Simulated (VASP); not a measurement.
# KCl (Sylvite) (Fm-3m) in VASP: further runs, part 2 of 2

VASP 6.6.1. The steps go on from the part before.

**3. Single point, r2SCAN**

This run uses another cell than the first one, of 31.10 Å³/atom, 0.959 times its volume.

POSCAR

```
KCl
1.0
    0.0000000000      3.1448470504      3.1448470504
    3.1448470504      0.0000000000      3.1448470504
    3.1448470504      3.1448470504      0.0000000000
K Cl
1 1
Direct
    0.0000000000      0.0000000000      0.0000000000
    0.5000000000      0.5000000000      0.5000000000
```

INCAR.step1

```
SYSTEM = KCl
  PREC = Accurate
  ENCUT = 520
  ISMEAR = -1
  SIGMA = 0.02
  LREAL = .False.
  LASPH = .True.
  NELM = 100
  NBANDS = 15
  GGA = PE
  ALGO = Normal
  EDIFF = 1E-4
  LWAVE = .True.
  LCHARG = .False.
```

INCAR.step2

```
SYSTEM = KCl
  PREC = Accurate
  ENCUT = 520
  EDIFF = 1E-6
  ISMEAR = -1
  SIGMA = 0.02
  LREAL = .False.
  LASPH = .True.
  NELM = 100
  ALGO = Normal
  ISIF = 2
  LWAVE = .False.
  LCHARG = .False.
  METAGGA = R2SCAN
  LMIXTAU = .True.
  NBANDS = 15
  ISTART = 1
```

KPOINTS

```
Automatic mesh
0
Gamma
  6 6 6
  0 0 0
```

Potentials or basis: VASP PAW PBE potentials, release 64 (K_sv, Cl).

Started as:

```bash
> cat potpaw_PBE.64/K_sv/POTCAR potpaw_PBE.64/Cl/POTCAR > POTCAR
> cp INCAR.step1 INCAR
> mpirun -np 1 vasp_std > vasp.out
> cp INCAR.step2 INCAR
> mpirun -np 1 vasp_std > vasp.out
```

Run time: 64 s. Hardware: 1 thread of Intel Xeon Platinum 8259CL at 2.50GHz (Skylake/Cascade Lake), shared host; peak memory 0.21 GiB.

The run converged. Its results:

```
Free energy            : -16.5065 eV
Pressure               : 0.0 GPa
Band gap on the k mesh : 5.84 eV, direct
```

Levels at points of the mesh, in eV from the valence-band top:
```tsv
k point	band 5	band 6	band 7	band 8	band 9	band 10	band 11	band 12
(0.00, 0.00, 0.00)	-10.96	0.00	0.00	0.00	5.84	9.03	9.03	9.03
(0.50, 0.00, 0.00)	-10.73	-1.05	-0.32	-0.32	8.14	9.25	11.33	11.33
(0.50, 0.50, 0.00)	-11.01	-0.67	-0.23	-0.23	7.03	9.22	10.70	11.11
```

Caveat: the PAW data sets were made with another functional, which shifts forces and pressure a little.

**4. Single point, PBE**

This run uses another cell than the first one, of 31.10 Å³/atom, 0.959 times its volume.

INCAR

```
PREC = Accurate
ENCUT = 520
EDIFF = 1E-6
ISMEAR = -1
SIGMA = 0.02
LREAL = False
LASPH = True
NELM = 80
ALGO = Normal
ISIF = 2
LWAVE = False
LCHARG = False
GGA = PE
NBANDS = 15
```

KPOINTS

```
regular mesh
0
Gamma
  8 8 8
```

POSCAR is that of step 3.

Potentials or basis: VASP PAW PBE potentials, release 64 (K_sv, Cl).

Started as:

```bash
> cat potpaw_PBE.64/K_sv/POTCAR potpaw_PBE.64/Cl/POTCAR > POTCAR
> mpirun -np 1 vasp_std > vasp.out
```

OUTCAR:

```text
PREC = Accurate
   ENCUT = 520
   EDIFF = 1E-6
   ISMEAR = -1
   LREAL = False
   LASPH = True
   NELM = 80
   ISIF = 2
   GGA = PE

 ion  position               nearest neighbor table
   1  0.000  0.000  0.000-   2 3.14   2 3.14   2 3.14   2 3.14   2 3.14   2 3.14
   2  0.500  0.500  0.500-   1 3.14   1 3.14   1 3.14   1 3.14   1 3.14   1 3.14

  LATTYP: Found a face centered cubic cell.
 ALAT       =     6.2896941008

  Lattice vectors:

 A1 = (   0.0000000000,   3.1448470504,   3.1448470504)
 A2 = (   3.1448470504,   0.0000000000,   3.1448470504)
[... 609 lines left out ...]
     11       8.2475      0.00000
     12       8.3300      0.00000
     13       9.1060      0.00000
     14       9.9772      0.00000
     15       9.9979      0.00000

 [... further k-points ...]
[... 5 lines left out ...]
  --------------------------------------------------------------------------------------
  -------------------------------------------------------------------------------------
  Total        0.3162361      0.3162361      0.3162361     -0.0000000     -0.0000000      0.0000000
  in kB        8.1450446      8.1450446      8.1450446     -0.0000000     -0.0000000      0.0000000
  external PRESSURE =       8.1450446 kB  Pullay stress =       0.0000000 kB

 VOLUME and BASIS-vectors are now :
 -----------------------------------------------------------------------------
  energy-cutoff  :      520.00
  volume of cell :       62.21
      direct lattice vectors                 reciprocal lattice vectors
     0.000000000  3.144847050  3.144847050    -0.158990244  0.158990244  0.158990244
     3.144847050  0.000000000  3.144847050     0.158990244 -0.158990244  0.158990244
     3.144847050  3.144847050  0.000000000     0.158990244  0.158990244 -0.158990244

 POSITION                                       TOTAL-FORCE (eV/Angst)
 -----------------------------------------------------------------------------------
      0.00000      0.00000      0.00000         0.000000      0.000000      0.000000
      3.14485      3.14485      3.14485        -0.000000     -0.000000     -0.000000
 -----------------------------------------------------------------------------------
    total drift:                                0.000000      0.000000      0.000000

  FREE ENERGIE OF THE ION-ELECTRON SYSTEM (eV)
  ---------------------------------------------------
  free  energy   TOTEN  =        -6.8033718440 eV

  energy  without entropy=       -6.8033718440  energy(sigma->0) =       -6.80337184
```

OSZICAR:

```text
N       E                     dE             d eps       ncg     rms          rms(c)
DAV:   1     0.103958672182E+03    0.10396E+03   -0.69580E+03   870   0.943E+02
DAV:   2    -0.563107838761E+00   -0.10452E+03   -0.96043E+02  1146   0.238E+02
DAV:   3    -0.687601991816E+01   -0.63129E+01   -0.62781E+01  1157   0.521E+01
DAV:   4    -0.709265444066E+01   -0.21663E+00   -0.21657E+00  1372   0.910E+00
DAV:   5    -0.709430443767E+01   -0.16500E-02   -0.16500E-02  1185   0.877E-01    0.334E+00
DAV:   6    -0.680470558971E+01    0.28960E+00   -0.42015E-01  1115   0.327E+00    0.273E+00
DAV:   7    -0.678988274389E+01    0.14823E-01   -0.10382E-01  1185   0.182E+00    0.157E+00
DAV:   8    -0.680202292381E+01   -0.12140E-01   -0.16006E-02  1045   0.947E-01    0.174E-01
DAV:   9    -0.680278991602E+01   -0.76699E-03   -0.92454E-04  1199   0.192E-01    0.967E-02
DAV:  10    -0.680336399201E+01   -0.57408E-03   -0.60590E-04   912   0.154E-01    0.201E-02
DAV:  11    -0.680336870497E+01   -0.47130E-05   -0.23228E-05  1248   0.272E-02    0.583E-03
DAV:  12    -0.680337157905E+01   -0.28741E-05   -0.37891E-06   925   0.138E-02    0.480E-03
DAV:  13    -0.680337184405E+01   -0.26500E-06   -0.48817E-07   953   0.389E-03
   1 F= -.68033718E+01 E0= -.68033718E+01  d E =-.422563E-12
```

Wall time 22 s (1 thread of Intel Xeon Platinum 8259CL at 2.50GHz (Skylake/Cascade Lake), shared host); peak memory 0.2 GiB.

What came out:

```yaml
Free_energy: -6.8034 eV
Pressure: 0.8 GPa
Band_gap_on_the_k_mesh: 5.19 eV, direct
```

**5. Overview**

| level | cell | k mesh | gap on the mesh (eV) | pressure (GPa) |
| --- | --- | --- | --- | --- |
| PBE | a = 4.510 Å, angles 60.0°, 2 atoms | 6 × 6 × 6 | 5.05 | 0.0 |
| r2SCAN | a = 4.447 Å, angles 60.0°, 2 atoms | 6 × 6 × 6 | 5.84 | 0.0 |
| PBE | a = 4.447 Å, angles 60.0°, 2 atoms | 8 × 8 × 8 | 5.19 | 0.8 |

Alike in all rows: task single point; potentials or basis VASP PAW PBE potentials, release 64 (K_sv, Cl); no spin polarisation; cutoff (eV) 520; smearing fermi-dirac 0.02 eV.

Caveats: the PAW data sets were made with another functional, which shifts forces and pressure a little (some runs).

Absolute energies hang on the potentials; compare differences alone.

**6. How close it comes**

Step 2. A measured gap of KCl is 8.68 eV (a printed reference work, monograph); the calculated 5.05 eV misses it by -3.63 eV. The value is that of PBE, without temperature or zero-point motion. Semilocal functionals fall short of measured gaps as a rule.

Step 3. Against the measured gap of KCl, 8.68 eV (a printed reference work, monograph), the calculated 5.84 eV is off by -2.84 eV. The value is that of r2SCAN, without temperature or zero-point motion.

Step 4. A measured gap of KCl is 8.68 eV (a printed reference work, monograph); the calculated 5.19 eV misses it by -3.49 eV. The value is that of PBE on a finite k mesh, which can miss the band edges, without temperature or zero-point motion. Semilocal functionals fall short of measured gaps as a rule.
